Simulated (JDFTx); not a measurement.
Crystal: KTaO3.

```
Ta K O
1.0
     3.98830    0.00000    0.00000
     0.00000    3.98830    0.00000
     0.00000    0.00000    3.98830
Ta K O
1 1 3
Cartesian
  0.0000 0.0000 0.0000
  1.9942 1.9942 1.9942
  0.0000 0.0000 1.9942
  0.0000 1.9942 0.0000
  1.9942 0.0000 0.0000
```

| Property | Result |
| --- | --- |
| Program | JDFTx 1.7.0 (patched build) |
| Task | single point |
| Functional | PBEsol |
| Potentials or basis | PseudoDojo-SR-PBEsol-0.4.1-standard with smoothed tails |
| Cutoff | 1143 eV |
| Density cutoff | 9143 eV |
| k mesh | 7 × 7 × 7 |
| Occupations | fermi-dirac, width 0.05 eV |
| Spin | no spin polarisation |

On this cell: pressure -1.7 GPa; largest force zero by symmetry; band gap on the k mesh 2.21 eV, indirect (least direct gap 2.79 eV).

The same run follows on a disturbed copy (atoms moved at random, drawn with an rms of 0.05 Å):

```
CELL_PARAMETERS angstrom
3.98830 0.00000 0.00000
0.00000 3.98830 0.00000
0.00000 0.00000 3.98830
ATOMIC_POSITIONS crystal
Ta 0.99121 0.00637 0.98683
K 0.50867 0.49778 0.52255
O 0.99651 0.00103 0.48991
O 0.00047 0.50424 0.00177
O 0.49541 0.00732 0.99587
```

What does the disturbed cell give?

The energy moves by +10.0 meV/atom; pressure -1.5 GPa; largest force 0.562 eV/Å; band gap on the k mesh 2.21 eV, indirect (least direct gap 2.79 eV).

Forces in eV/Å, atoms in the order of the input:
```
Ta   0.145 -0.072  0.307
K   -0.234  0.123 -0.496
O   -0.014  0.041  0.472
O   -0.075 -0.029 -0.190
O    0.178 -0.063 -0.093
```

Stress tensor (GPa, compression positive):
```
-1.42 -0.06  0.23
-0.06 -1.52 -0.18
 0.23 -0.18 -1.61
```

Caveats: the empty levels aren't tightly converged; spin-orbit coupling is left out, which moves the levels of the heavy elements; an odd mesh through Γ misses points on the zone boundary, where band edges often lie.
